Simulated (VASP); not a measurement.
**A VASP 6.6.1 relaxation on BaTe**

INCAR

```
GGA = PS
LWAVE = .FALSE.
LREAL = .FALSE.
IBRION = 2
LCHARG = .FALSE.
ENCUT = 600
NSW = 40
EDIFFG = -5E-3
NBANDS = 15
PREC = Accurate
ISIF = 4
PSTRESS = 20
SIGMA = 0.02
NELM = 120
EDIFF = 1E-7
LASPH = .TRUE.
ISMEAR = -1
```

KPOINTS

```
KPOINTS created by Atomic Simulation Environment
0
Monkhorst-Pack
6 6 6
0 0 0
```

POSCAR

```
Ba Te
 1.0000000000000000
     0.0000000000000000    3.5323868449007647    3.5323868449007647
     3.5323868449007647    0.0000000000000000    3.5323868449007647
     3.5323868449007647    3.5323868449007647    0.0000000000000000
 Ba  Te
   1   1
Cartesian
 -0.0000000000000000 -0.0000000000000000 -0.0000000000000000
  3.5323868449007643  3.5323868449007643  3.5323868449007643
```

The recommended PBE PAW datasets give the neutral cell 16 valence electrons.

Command

```
mpirun -np 1 vasp_std
```

**Question.** How does this run end, and what does it give?

**Answer.** It converged. Results: relaxed cell vector lengths 4.996, 4.996, 4.996 Å; relaxed cell volume 88.15 Å³.

OSZICAR

```
N       E                     dE             d eps       ncg     rms          rms(c)
DAV:   1     0.927712281572E+02    0.92771E+02   -0.67352E+03   840   0.991E+02
DAV:   2    -0.289886326880E+01   -0.95670E+02   -0.87764E+02  1159   0.160E+02
DAV:   3    -0.912182088034E+01   -0.62230E+01   -0.61795E+01  1122   0.448E+01
DAV:   4    -0.930086386457E+01   -0.17904E+00   -0.17898E+00  1163   0.759E+00
DAV:   5    -0.930463786038E+01   -0.37740E-02   -0.37739E-02  1199   0.912E-01    0.347E+00
DAV:   6    -0.918323943669E+01    0.12140E+00   -0.12634E-01  1029   0.176E+00    0.226E+00
DAV:   7    -0.917518771300E+01    0.80517E-02   -0.90391E-02  1008   0.159E+00    0.770E-01
DAV:   8    -0.917819342370E+01   -0.30057E-02   -0.11778E-02   931   0.634E-01    0.183E-01
DAV:   9    -0.917840024914E+01   -0.20683E-03   -0.84591E-04  1120   0.171E-01    0.571E-02
DAV:  10    -0.917843277878E+01   -0.32530E-04   -0.22954E-04   959   0.940E-02    0.200E-02
DAV:  11    -0.917844191068E+01   -0.91319E-05   -0.31337E-05  1106   0.305E-02    0.189E-02
DAV:  12    -0.917843825038E+01    0.36603E-05   -0.10295E-05  1085   0.158E-02    0.121E-02
DAV:  13    -0.917843884463E+01   -0.59425E-06   -0.66497E-07   994   0.513E-03    0.104E-03
DAV:  14    -0.917843892227E+01   -0.77644E-07   -0.13806E-08   700   0.746E-04
   1 F= -.80780298E+01 E0= -.80780298E+01  d E =-.807803E+01
```

Standard output (part)

```
POSCAR found type information on POSCAR BaTe
 POSCAR found :  2 types and       2 ions
 LDA part: xc-table for (Slater+PW92), standard interpolation
 POSCAR, INCAR and KPOINTS ok, starting setup
 WAVECAR not read
 entering main loop
 curvature:   0.00 expect dE= 0.000E+00 dE for cont linesearch  0.000E+00
 search vector abs. value=  0.100E-09
 reached required accuracy - stopping structural energy minimisation
```

The shifted mesh misses Γ, so a band edge there is missed.

For comparison, a separate PBEsol relaxation on usual settings, not on those above, ends at 84.62 Å³.
